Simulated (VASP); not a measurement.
Write an ASE script for VASP 6.6.1 that does the following.

| Quantity | Value |
| --- | --- |
| Task | relaxation of cell and atoms |
| Functional | PBEsol |
| Dispersion | D4 |
| Potentials or basis | VASP PAW PBE potentials, release 64 (Na_pv) |
| Cutoff | 600 eV |
| k mesh | 9 × 9 × 9 |
| Occupations | methfessel-paxton, width 0.1 eV |
| Spin | no spin polarisation |
| Optimiser | vasp |
| Further INCAR settings | ALGO = Normal; EDIFF = 1.00e-07; IBRION = 2; EDIFFG = -1.00e-02; NSW = 60; ISIF = 3 |

The structure of Na lies in Na.cif:

```cif
data_Na
_cell_length_a 3.70832078
_cell_length_b 3.70832078
_cell_length_c 3.70832078
_cell_angle_alpha 109.47122063
_cell_angle_beta 109.47122063
_cell_angle_gamma 109.47122063
_space_group_name_H-M_alt 'P1'
_space_group_name_Hall 'P 1'
_space_group_IT_number 1
loop_
_space_group_symop_operation_xyz
'x,y,z'
loop_
_atom_site_label
_atom_site_type_symbol
_atom_site_symmetry_multiplicity
_atom_site_Wyckoff_symbol
_atom_site_fract_x
_atom_site_fract_y
_atom_site_fract_z
_atom_site_occupancy
Na1 Na 1 a 0.0000000000 0.0000000000 0.0000000000 1
```

These files were run (other wordings do the same):

run.py

```python
from ase.calculators.vasp import Vasp
from ase.io import read

atoms = read('Na.cif')
calc = Vasp(
    directory='calc',
    xc='pbesol',
    pp='PBE',
    setups='recommended',
    prec='Accurate',
    encut=600,
    ediff=1e-07,
    ismear=1,
    sigma=0.1,
    lreal=False,
    lasph=True,
    nelm=80,
    algo='Normal',
    isif=3,
    lwave=False,
    lcharg=False,
    ivdw=13,
    ibrion=2,
    nsw=60,
    ediffg=-0.01,
    kpts=[9, 9, 9],
    gamma=True,
)
atoms.calc = calc

print('energy (eV):', atoms.get_potential_energy())
print('free energy (eV):', atoms.get_potential_energy(force_consistent=True))
print('forces (eV/A):')
print(atoms.get_forces())
print('stress (eV/A^3, Voigt):', atoms.get_stress())
print('Fermi level (eV):', calc.get_fermi_level())
print('cell (A, degrees):', atoms.cell.cellpar())
print('volume (A^3):', atoms.get_volume())
print('scaled positions:')
print(atoms.get_scaled_positions())
```

Potentials or basis: VASP PAW PBE potentials, release 64 (Na_pv).

Launch:

```sh
$ python run.py
```

Results of the run:

* Relaxed volume: 36.06 Å³/atom
* Relaxed cell: a = 3.605 Å, b = 3.605 Å, c = 3.605 Å, α = 109.47°, β = 109.47°, γ = 109.47°
* Space group after relaxing (to 0.05 Å): Im-3m (No. 229)
* Energy gained by relaxing: 6.5 meV/atom
* Ionic steps: 3
* Pressure after relaxing: 0.0 GPa
* Band gap on the k mesh: none (metal or under the smearing width)
* Dispersion energy per atom: -0.008 eV

Caveat: the PAW data sets were made with another functional, which shifts forces and pressure a little; pairwise dispersion overbinds metals, which lowers pressure and volume.

Run time: 40 s on 1 thread of AMD EPYC 7R43 64-Core Processor (Zen 3), on a shared host, peak memory 0.12 GiB.
